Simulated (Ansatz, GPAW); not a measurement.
Given: the input of a run of Ansatz 0.2.0 on ZnS (Wurtzite-6H). 

Contents of input.yaml:

```yaml
crystal:
  lattice:
    - [3.812, 0.0, 0.0]
    - [-1.906, 3.3012888392, 0.0]
    - [0.0, 0.0, 18.68999]
  atoms:
    - { symbol: Zn, position: [0.3333333333, 0.6666666667, 0.83333] }
    - { symbol: Zn, position: [0.6666666667, 0.3333333333, 0.33333] }
    - { symbol: Zn, position: [0.6666666667, 0.3333333333, 0.66667] }
    - { symbol: Zn, position: [0.3333333333, 0.6666666667, 0.16667] }
    - { symbol: Zn, position: [0.0, 0.0, 0.5] }
    - { symbol: Zn, position: [0.0, 0.0, 0.0] }
    - { symbol: S, position: [0.3333333333, 0.6666666667, 0.95833] }
    - { symbol: S, position: [0.6666666667, 0.3333333333, 0.45833] }
    - { symbol: S, position: [0.6666666667, 0.3333333333, 0.79167] }
    - { symbol: S, position: [0.3333333333, 0.6666666667, 0.29167] }
    - { symbol: S, position: [0.0, 0.0, 0.625] }
    - { symbol: S, position: [0.0, 0.0, 0.125] }
hamiltonian:
  xc: pbe
  pseudopotentials: { kind: paw }
kpoints:
  mp_grid: { grid: [8, 8, 2] }
scf:
  occupations: { method: gaussian, width: 0.015 }
output:
  forces: true
  stress: true
  eigenvalues: true
```

Potentials or basis: Ansatz PAW.

Run with:

```console
$ ansatz run input.yaml --threads 4 --pin off --max-ram 11264MiB --backend cpu --events-out ev --progress --plain --runs-dir out
```

Problem. Set up the same calculation for GPAW 26.7.0 (ASE script). Potentials or basis there: GPAW PAW data sets (gpaw-data 1.2.1), cutoff 600 eV.

Solution. As run (cutoffs and basis follow the program's own potentials, and thresholds, step limits or extra output files can differ):

run.py

```python
from ase import Atoms
from ase.dft.bandgap import bandgap
from ase.io import write
from ase.units import Bohr, GPa
from gpaw import GPAW, PW
from gpaw.elf import elf_from_dft_calculation

atoms = Atoms(['Zn', 'Zn', 'Zn', 'Zn', 'Zn', 'Zn', 'S', 'S', 'S', 'S', 'S', 'S'],
              cell=[[3.812, 0.0, 0.0],
                    [-1.906, 3.3012888392, 0.0],
                    [0.0, 0.0, 18.68999]],
              scaled_positions=[[0.3333333333, 0.6666666667, 0.83333],
                                [0.6666666667, 0.3333333333, 0.33333],
                                [0.6666666667, 0.3333333333, 0.66667],
                                [0.3333333333, 0.6666666667, 0.16667],
                                [0.0, 0.0, 0.5],
                                [0.0, 0.0, 0.0],
                                [0.3333333333, 0.6666666667, 0.95833],
                                [0.6666666667, 0.3333333333, 0.45833],
                                [0.6666666667, 0.3333333333, 0.79167],
                                [0.3333333333, 0.6666666667, 0.29167],
                                [0.0, 0.0, 0.625],
                                [0.0, 0.0, 0.125]],
              pbc=True)

calc = GPAW(mode=PW(600),
            xc='PBE',
            kpts={'size': (8, 8, 2), 'gamma': True},
            occupations={'name': 'methfessel-paxton', 'order': 0, 'width': 0.015},
            nbands=84,
            convergence={'density': 1e-05, 'energy': 1e-05},
            maxiter=150,
            txt='gpaw.txt')
atoms.calc = calc
energy = atoms.get_potential_energy()
forces = atoms.get_forces()
stress = atoms.get_stress()
calc.write('gs.gpw')
write('result.traj', atoms)
print(f'Energy: {energy:.6f} eV')
print('Forces (eV/A):')
print(forces.round(4))
print('Stress (GPa):', (stress / GPa).round(3))
print('Fermi level:', round(calc.get_fermi_level(), 4), 'eV')
print(f'Gap: {bandgap(calc)[0]:.4f} eV, direct: {bandgap(calc, direct=True)[0]:.4f} eV')

# fields on the real-space grid
write('density.cube', atoms, data=calc.get_pseudo_density() * Bohr**3)
write('potential.cube', atoms, data=calc.get_electrostatic_potential())
write('elf.cube', atoms, data=elf_from_dft_calculation(calc).data)
```

Potentials or basis: GPAW PAW data sets (gpaw-data 1.2.1), pw.

Launch:

```bash
$ OMP_NUM_THREADS=1 python run.py
```

Both were run:

|  | Ansatz | GPAW |
| --- | --- | --- |
| Pressure | 2.1 GPa | 2.1 GPa |

Ansatz's pressure holds a Pulay term of +0.07 GPa for its cutoff of 420 eV, which the other run lacks.

Where Ansatz's input types no cutoff or centring, it takes its own default and a Γ-centred mesh.

Pressure is positive in compression.
